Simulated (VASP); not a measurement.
# Ba in VASP: reference runs

Aim: a first look at Ba with PBE, on the cell as given.

Program: VASP 6.6.1. These are calculated values, not measurements. Logs are shortened: lines on timing, memory, paths and dates and some standing lists are left out, and cuts for length are marked.

## (1) The cell of the first run

The cell holds a slab with vacuum, 4 atoms: a = 4.141 Å, b = 6.912 Å, c = 23.848 Å, α = 90.00°, β = 90.00°, γ = 74.51°.

The slab is cut from a database's or a generator's crystal, which needn't be the stable form of the element.

## (2) Single point, PBE (the (1 1 1) slab of Ba, cut from the database cell, not relaxed)

INCAR reads:

```
SYSTEM = Ba
ALGO = Normal
DIPOL = 0.5 0.5 0.500
EDIFF = 1E-7
ENCUT = 520
GGA = PE
IDIPOL = 3
ISIF = 2
ISMEAR = -1
LASPH = .True.
LCHARG = .False.
LDIPOL = .True.
LREAL = .False.
LWAVE = .False.
NBANDS = 28
NELM = 80
PREC = Accurate
SIGMA = 0.05
```

KPOINTS reads:

```
k-points
0
Gamma
  7 4 1
  0 0 0
```

POSCAR reads:

```
Ba
1.0
    4.1405947640      0.0000000000      0.0000000000
    1.8461236696      6.6610755435      0.0000000000
    0.0000000000      0.0000000000     23.8482756677
Ba
4
Direct
    0.6735181406      0.7322527195      0.3144881460
    0.3470362812      0.4645054390      0.4381627153
    0.0205544218      0.1967581585      0.5618372847
    0.6940725624      0.9290108780      0.6855118540
```

Potentials or basis: VASP PAW PBE potentials, release 64 (Ba_sv).

On the command line:

```
> cat potpaw_PBE.64/Ba_sv/POTCAR > POTCAR
> mpirun -np 1 vasp_std > vasp.out
```

OUTCAR:

```text
SYSTEM = Ba
   EDIFF = 1E-7
   ENCUT = 520
   GGA = PE
   ISIF = 2
   ISMEAR = -1
   LASPH = .True.
   LREAL = .False.
   NELM = 80
   PREC = Accurate

 ion  position               nearest neighbor table
   1  0.674  0.732  0.314-   2 3.91   2 4.14
   2  0.347  0.465  0.438-   1 3.91   3 3.91   1 4.14   3 4.14
   3  0.021  0.197  0.562-   4 3.91   2 3.91   4 4.14   2 4.14
   4  0.694  0.929  0.686-   3 3.91   3 4.14

  LATTYP: Found a simple monoclinic cell.
 ALAT       =     4.1405947640
 B/A-ratio  =     5.7596256159
 C/A-ratio  =     1.6693665572
 COS(beta)  =    -0.2670830659

  Lattice vectors:

 A1 = (   4.1405947640,   0.0000000000,   0.0000000000)
 A2 = (   0.0000000000,   0.0000000000,  23.8482756677)
 A3 = (  -1.8461236696,  -6.6610755435,   0.0000000000)

Analysis of symmetry for initial positions (statically):
=====================================================================
 Subroutine PRICEL returns:
 Original cell was already a primitive cell.

 Routine SETGRP: Setting up the symmetry group for a
 simple monoclinic supercell.

 Subroutine GETGRP returns: Found  2 space group operations
 (whereof  1 operations were pure point group operations)
 out of a pool of  4 trial point group operations.

The static configuration has the point symmetry C_1 .
 The point group associated with its full space group is S_2 .

Analysis of symmetry for dynamics (positions and initial velocities):
=====================================================================
 Subroutine PRICEL returns:
 Original cell was already a primitive cell.

 Routine SETGRP: Setting up the symmetry group for a
 simple monoclinic supercell.

 Subroutine GETGRP returns: Found  2 space group operations
 (whereof  1 operations were pure point group operations)
 out of a pool of  4 trial point group operations.

The dynamic configuration has the point symmetry C_1 .
 The point group associated with its full space group is S_2 .

 Subroutine INISYM returns: Found  2 space group operations
 (whereof  1 operations are pure point group operations),
 and found     1 'primitive' translations

----------------------------------------------------------------------------------------

                                     Primitive cell

  volume of cell :     657.7549

  direct lattice vectors                    reciprocal lattice vectors
[... 86 lines left out ...]
   NFREE  =      0    steps in history (QN), initial steepest desc. (CG)
   ISIF   =      2    stress and relaxation
   ISYM   =      2    0-nonsym 1-usesym 2-fastsym
   POTIM  = 0.5000    time-step for ionic-motion
   TEBEG  =    0.0;   TEEND  =   0.0 temperature during run
   PSTRESS=    0.0 pullay stress
   NELECT =      40.0000    total number of electrons
   NUPDOWN=      -1.0000    fix difference up-down
   EMIN   =  10.00;   EMAX   =-10.00  energy-range for DOS
   EFERMI =   0.00;   METHOD = LEGACY
   ISMEAR =    -1;   SIGMA  =   0.05  broadening in eV -4-tet -1-fermi 0-gaus
   EFERMI_NEDOS =   21; number of points for ismear=-14 and -15
   IALGO  =     38    algorithm
   IMIX   =      4    mixing-type and parameters
     AMIX     =   0.40;   BMIX     =  1.00
     AMIX_MAG =   1.60;   BMIX_MAG =  1.00
  volume/ion in A,a.u.               =     164.44      1109.69
  Fermi-wavevector in a.u.,A,eV,Ry     =   0.643784  1.216575  5.639040  0.414458
  Thomas-Fermi vector in A             =   1.710897
   LORBIT       =      0    0 simple, 1 ext, 2 COOP (PROOUT), +10 PAW based schemes
   GGA     = PE    functional components
   LHFCALC =     F    Hartree Fock is set to
   AEXX    =    0.0000 exact exchange contribution
   IVDW    =     0    specifies the selected vdW correction
   LEPSILON=     F    determine dielectric tensor
   LRPA    =     F    only Hartree local field effects (RPA)
 non-spin polarized calculation
  energy-cutoff  :      520.00
  volume of cell :      657.75
 maximum number of plane-waves:     17742
   NGX = 15   NGY = 25   NGZ = 89

 dipolmoment           0.000000      0.000000      0.000000 electrons x Angstroem

 number of electron      39.9999999 magnetization

 dipolmoment           0.000000      0.000000     -0.000001 electrons x Angstroem

 Free energy of the ion-electron system (eV)
  ---------------------------------------------------
  ext. energy  EPLUGINS =         0.00000000
  ---------------------------------------------------
  free energy    TOTEN  =        -4.60772944 eV

  energy without entropy =       -4.50322184  energy(sigma->0) =       -4.55547564

 E-fermi :  -0.7015     XC(G=0):  -3.8401

 val. band max:       -0.7072348098   @ k =   0.0000   0.2500   0.0000
 cond. band min:      -0.6885134939   @ k =   0.1429   0.2500   0.0000
 fundamental gap:      0.0187213159
 Fermi energy:        -0.7015354617

 k-point     1 :       0.0000    0.0000    0.0000
  band No.  band energies     occupation
      1     -30.3160      2.00000
      2     -30.3160      2.00000
      3     -29.7279      2.00000
      4     -29.6774      2.00000
      5     -15.6178      2.00000
      6     -15.5823      2.00000
[... 454 lines left out ...]
     27       0.6545      0.00000
     28       0.7890      0.00000

------------------------ aborting loop because EDIFF is reached ----------------------------------------

 vacuum level on the upper side and lower side of the slab       (xc-potential included)        -0.317        -0.318

  FORCE on cell =-STRESS in cart. coord.  units (eV):
  Direction    XX          YY          ZZ          XY          YZ          ZX
  --------------------------------------------------------------------------------------
  -------------------------------------------------------------------------------------
  Total        3.1306807     -2.4242455      1.7836185      0.5358926     -2.8878903     -0.8729822
  in kB        7.6257978     -5.9050436      4.3445868      1.3053419     -7.0344024     -2.1264339
  external PRESSURE =       2.0217803 kB  Pullay stress =       0.0000000 kB

 VOLUME and BASIS-vectors are now :
 -----------------------------------------------------------------------------
  energy-cutoff  :      520.00
  volume of cell :      657.75
      direct lattice vectors                 reciprocal lattice vectors
     4.140594764  0.000000000  0.000000000     0.241511198 -0.066935067  0.000000000
     1.846123670  6.661075543  0.000000000     0.000000000  0.150125906  0.000000000
     0.000000000  0.000000000 23.848275668     0.000000000  0.000000000  0.041931753

 POSITION                                       TOTAL-FORCE (eV/Angst)
 -----------------------------------------------------------------------------------
      4.14059      4.87759      7.50000         0.100392      0.329389     -0.232237
      2.29447      3.09411     10.44943        -0.005195     -0.009146      0.090472
      0.44835      1.31062     13.39885         0.005195      0.009146     -0.090472
      4.58894      6.18821     16.34828        -0.100392     -0.329389      0.232237
 -----------------------------------------------------------------------------------
    total drift:                                0.000009     -0.000005     -0.000014

  FREE ENERGIE OF THE ION-ELECTRON SYSTEM (eV)
  ---------------------------------------------------
  free  energy   TOTEN  =        -4.6077294438 eV

  energy  without entropy=       -4.5032218397  energy(sigma->0) =       -4.55547564

 vacuum level on the upper side and lower side of the slab         1.302         1.300
```

Run time: 16 min. Hardware: 1 thread of AMD EPYC, shared host; peak memory 0.71 GiB.

What came out:

```
Free energy            : -4.6077 eV
Largest force          : 0.415 eV/Å
Band gap on the k mesh : none (metal or under the smearing width)
```

Forces on the atoms (eV/Å):
```
Ba   0.100  0.329 -0.232
Ba  -0.005 -0.009  0.090
Ba   0.005  0.009 -0.090
Ba  -0.100 -0.329  0.232
```

Levels at points of the mesh, in eV from the Fermi level:
| k point | band 16 | band 17 | band 18 | band 19 | band 20 | band 21 | band 22 | band 23 | band 24 | band 25 |
| --- | --- | --- | --- | --- | --- | --- | --- | --- | --- | --- |
| (0.00, 0.00, 0.00) | -13.86 | -2.16 | -1.65 | -0.93 | -0.59 | -0.10 | 0.08 | 0.10 | 0.29 | 0.52 |
| (0.00, 0.50, 0.00) | -13.86 | -1.63 | -1.32 | -0.95 | -0.74 | -0.11 | 0.03 | 0.27 | 0.57 | 0.71 |

Spin-orbit coupling is left out, which matters for the levels of Ba.
